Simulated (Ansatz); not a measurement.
Runs of Ansatz 0.2.0 on ZrS. Symmetry: Fm-3m, No. 225, cubic system. The conventional cell has a = 5.250 Å, b = 5.250 Å, c = 5.250 Å, α = 90.00°, β = 90.00°, γ = 90.00°. Zr (site symmetry m-3m) has 6 S at 2.62 Å as nearest neighbours. Around S (site symmetry m-3m) lie 6 Zr at 2.62 Å. 

| task | level | potentials or basis | U | cell | cutoff (eV) | basis error allowed | gap on the mesh (eV) | pressure (GPa) |
| --- | --- | --- | --- | --- | --- | --- | --- | --- |
| band structure | PBEsol | all-electron LAPW, non-relativistic | - | as given | 212 | 0.001 eV/atom | - | -5.5 |
| relaxation of cell and atoms | PBEsol | all-electron LAPW, scalar-relativistic | - | relaxed to 30 GPa | - | 0.001 eV/atom | - | 30.0 |
| single point | PBEsol | all-electron LAPW, scalar-relativistic | - | as given | 212 | 0.001 eV/atom | none | -6.4 |
| density of states | PBEsol+U | all-electron LAPW, scalar-relativistic | Zr d U = 4 eV | as given | 212 | 0.001 eV/atom | none | (a) |
| band structure | PBEsol | all-electron LAPW, inner shells corrected to Dirac's equation | - | as given | 212 | 0.001 eV/atom | - | -6.4 |
| relaxation of cell and atoms | PBEsol | all-electron LAPW, scalar-relativistic | - | relaxed | - | 0.001 eV/atom | - | 0.0 |
| density of states | PBEsol+U | all-electron LAPW, scalar-relativistic | Zr d U = 8 eV | as given | 212 | 0.001 eV/atom | none | 3.8 |
| band structure | PBEsol | all-electron PAW datasets made for the crystal | - | as given | 240 | - | - | -6.4 |
| relaxation of cell and atoms | PBEsol | all-electron LAPW, scalar-relativistic | - | relaxed to 5 GPa | - | 0.001 eV/atom | - | 5.0 |
| relaxation of cell and atoms | PBEsol | all-electron LAPW, scalar-relativistic | - | relaxed to 20 GPa | - | 0.001 eV/atom | - | 20.0 |
| relaxation of cell and atoms | PBEsol | all-electron LAPW, scalar-relativistic | - | relaxed to 10 GPa | - | 0.001 eV/atom | - | 10.0 |

Alike in all rows: no spin polarisation; k mesh 9 × 9 × 9; smearing fermi-dirac 0.05 eV.

Problem. Fill in the values left out.

Solution. (a) -1.9.

Caveats: U is the effective U less J, on atomic orbitals that reach past the spheres (some runs); U without spin polarisation on a metal has little footing (some runs); relativity is left out, which matters for the heavier elements (some runs).

A k mesh can miss the band edges, and the runs leave out spin-orbit coupling on Zr.

A gap of «none» marks a metal or a gap under the smearing width.

The runs don't all hold the same shells in valence.
